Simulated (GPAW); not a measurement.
Here is a GPAW 26.7.0 calculation.

Contents of run.py:

```python
from ase import Atoms
from ase.dft.bandgap import bandgap
from ase.io import write
from ase.units import Bohr, GPa
from gpaw import GPAW, PW
from gpaw.elf import elf_from_dft_calculation

atoms = Atoms(['Mg', 'O'],
              cell=[[0.0, 2.0970013927, 2.0970013927],
                    [2.0970013927, 0.0, 2.0970013927],
                    [2.0970013927, 2.0970013927, 0.0]],
              scaled_positions=[[0.0, 0.0, 0.0],
                                [0.5, 0.5, 0.5]],
              pbc=True)

calc = GPAW(mode=PW(800),
            xc='PBE',
            kpts={'size': (11, 11, 11), 'gamma': True},
            occupations={'name': 'methfessel-paxton', 'order': 0, 'width': 0.022},
            nbands=16,
            convergence={'density': 1e-05, 'energy': 1e-05},
            maxiter=150,
            txt='gpaw.txt')
atoms.calc = calc
energy = atoms.get_potential_energy()
forces = atoms.get_forces()
stress = atoms.get_stress()
calc.write('gs.gpw')
write('result.traj', atoms)
print(f'Energy: {energy:.6f} eV')
print('Forces (eV/A):')
print(forces.round(4))
print('Stress (GPa):', (stress / GPa).round(3))
print('Fermi level:', round(calc.get_fermi_level(), 4), 'eV')
print(f'Gap: {bandgap(calc)[0]:.4f} eV, direct: {bandgap(calc, direct=True)[0]:.4f} eV')

# fields on the real-space grid
write('density.cube', atoms, data=calc.get_pseudo_density() * Bohr**3)
write('potential.cube', atoms, data=calc.get_electrostatic_potential())
write('elf.cube', atoms, data=elf_from_dft_calculation(calc).data)
```

Potentials or basis: GPAW PAW data sets (gpaw-data 1.2.1), pw.

The run is started by

```sh
$ OMP_NUM_THREADS=1 python run.py
```

**Question.** What does it give for the band gap on the k mesh?

**Answer.** 4.89 eV, direct.

**Question.** Predict the pressure.

**Answer.** 7.0 GPa.

**Experimental background.**

From “Electronic structure of alkaline earth and post-transition metal oxides”, 2009, arxiv:0908.1581, for a bulk crystal of MgO: band gap 7.83 eV.

Measured gap of MgO: 7.83 eV (quoted in “Electronic structure of alkaline earth and post-transition metal oxides”, 2009, arxiv:0908.1581). This calculation gives 4.89 eV (-2.94 eV). The value is that of PBE, without temperature or zero-point motion. Semilocal functionals fall short of measured gaps as a rule. The cell is a database's relaxed one, not the measured one, which moves gaps too.
